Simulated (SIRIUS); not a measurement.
In:

```xyz
1
Lattice="-1.6255 1.6255 2.4737 1.6255 -1.6255 2.4737 1.6255 1.6255 -2.4737" Properties=species:S:1:pos:R:3 pbc="T T T"
In    0.0000    0.0000    0.0000
```

Base run:

- Program: SIRIUS 7.10.0
- Functional: AM05
- Potentials or basis: PseudoDojo 0.4.1 PBE standard (scalar relativistic)
- Cutoff: 960 eV
- Density cutoff: 3840 eV
- k mesh: 9 × 9 × 9
- Occupations: fermi-dirac, width 0.05 eV
- Spin: no spin polarisation

Its results: band gap on the k mesh none (metal or under the smearing width); pressure -0.7 GPa.

Question: The run is repeated on the same cell with these changes: functional from AM05 to revPBE; libxc names from ["XC_GGA_X_AM05", "XC_GGA_C_AM05"] to ["XC_GGA_X_PBE_R", "XC_GGA_C_PBE"]. What comes out?

Answer: Band gap on the k mesh none (metal or under the smearing width); pressure 3.2 GPa.

Caveats: the potentials were made for another functional, which shifts forces and pressure.

Not every run made on this cell is shown here.
